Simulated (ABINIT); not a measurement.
Input of an ABINIT 10.8.3 (patched build) run:

Contents of run.abi:

```
ndtset 7
getwfk -1
scalecart1 3*0.9795861087
scalecart2 3*0.9864848297
scalecart3 3*0.9932883884
scalecart4 3*1.0000000000
scalecart5 3*1.0066227096
scalecart6 3*1.0131594038
scalecart7 3*1.0196128224

pp_dirpath "./"
pseudos "Ag.GGA_PBE-JTH.xml"

acell 3*1.0
rprim
     0.0000000000     3.8602380411     3.8602380411
     3.8602380411     0.0000000000     3.8602380411
     3.8602380411     3.8602380411     0.0000000000
ntypat 1
znucl 47
natom 1
typat 1
xred
     0.0000000000     0.0000000000     0.0000000000

ecut 20.0
pawecutdg 40.0

kptopt 1
ngkpt 11 11 11
nshiftk 1
shiftk 0.0 0.0 0.0

ixc -263267
usekden 1
pawxcdev 0

nband 10
occopt 3
tsmear 0.05 eV

nstep 100
tolvrs 1.0e-7

iomode 3
prtwf 1
prtden 0
prteig 0
prtebands 0
```

Potentials or basis: JTH PAW PBE v2.0.

Launch:

```bash
$ abinit run.abi > log 2>&1
```

(1) Estimate the equilibrium volume.

(2) Predict the bulk modulus.

(3) What does it give for the pressure derivative of the bulk modulus?

Results:

(1) 16.99 Å³/atom.

(2) 112 GPa.

(3) 6.0 (rough: it moves with the points fitted).

Caveat: pressures at fixed basis lie under the slope of the energies; the PAW data sets were made with another functional, which shifts forces and pressure a little.
